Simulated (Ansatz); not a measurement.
# Bond compression in Rh (diamond type)

```yaml
crystal:
  lattice:
    - [0.00000, 2.59933, 2.59933]
    - [2.59933, 0.00000, 2.59933]
    - [2.59933, 2.59933, 0.00000]
  atoms:
    - { symbol: Rh, position: [0.87500, 0.87500, 0.87500] }
    - { symbol: Rh, position: [0.12500, 0.12500, 0.12500] }
```

This is a prototype cell at a chosen volume, and whether it is the ground state is a separate question.

Its shortest bond, of 2.251 Å between atom 1 (Rh) and the nearest image of atom 2 (Rh), is scaled by moving both atoms along it, with the cell held. The force apart is half the difference of the two atoms' forces along the bond; it holds the pull and push of their other neighbours too.

Computed with Ansatz 0.2.0; functional PBE, scalar-relativistic. Settings: a Γ-centred 10×10×10 k mesh, Fermi–Dirac smearing of 0.05 eV, no spin polarisation. Methods: LAPW: all electrons, basis error target 1 meV/atom; PAW: frozen-core files, cutoff 420 eV; PAW (cutoff 1000 eV): frozen-core files, cutoff 1000 eV.

Energies are extrapolated to zero smearing and count from the unscaled cell; pressure is positive in compression; gaps take the mesh and a band path. No temperature or zero-point motion is included.

| bond (Å) | force apart (eV/Å) | P LAPW (GPa) | ΔE LAPW (eV/atom) | P PAW − LAPW (GPa) | ΔE PAW − LAPW (meV/atom) | force PAW − LAPW (eV/Å) |
| --- | --- | --- | --- | --- | --- | --- |
| 2.251 | 0.00 | 35.3 | 0.000 | -0.09 | 0.0 | 0.000 |
| 2.116 | 3.07 | 37.5 | 0.095 | -0.10 | 0.0 | 0.004 |
| 1.981 | ? | 45.9 | 0.469 | -0.16 | 0.0 | -0.010 |
| 1.306 | 214.29 | 440.5 | ? | 52.28 | 1140.9 | 28.399 |

(1) Fill in "ΔE LAPW (eV/atom)" for the row "1.306".

(2) Give the missing entry: row "1.981", column "force apart (eV/Å)".

(3) At the last bond length, how far does PAW (cutoff 1000 eV) lie from LAPW in pressure and in the largest force component?

Answers

(1) 22.543.

(2) 8.52.

(3) PAW (cutoff 1000 eV): +50.75 GPa, 15.949 eV/Å, on a LAPW pressure of 440.5 GPa.
